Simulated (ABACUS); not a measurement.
**Si2W in ABACUS: the effect of basis**

Crystal: Si2W.

```
W Si
1.0
    -1.60690    1.60690    3.91495
     1.60690   -1.60690    3.91495
     1.60690    1.60690   -3.91495
W Si
1 2
Direct
  0.00000 0.00000 0.00000
  0.66530 0.66530 0.00000
  0.33470 0.33470 0.00000
```

Alike in all runs:

* Program: ABACUS 3.10.1
* Task: single point
* Functional: PBE
* Potentials or basis: PseudoDojo NC SR 0.4.1 PBE standard
* k mesh: 8 × 8 × 8
* Occupations: fermi-dirac, width 0.05 eV
* Spin: no spin polarisation

| basis | cutoff | pressure (GPa) | largest force (eV/Å) |
| --- | --- | --- | --- |
| DZP | 1361 eV | ? | ? |
| TZDP | 1361 eV | 3.7 | 0.04 |
| pw | 1007 eV | 3.3 | 0.03 |

What does the run with basis DZP give?

Pressure 4.4 GPa; largest force 0.05 eV/Å.

Caveats: the atomic orbitals were generated for these runs and aren't a published set (some runs); the basis of atomic orbitals isn't converged, which shifts pressures, moduli and gaps (some runs); there are fewer bands than atomic start orbitals, so a level may be missed at k points of high symmetry (some runs).
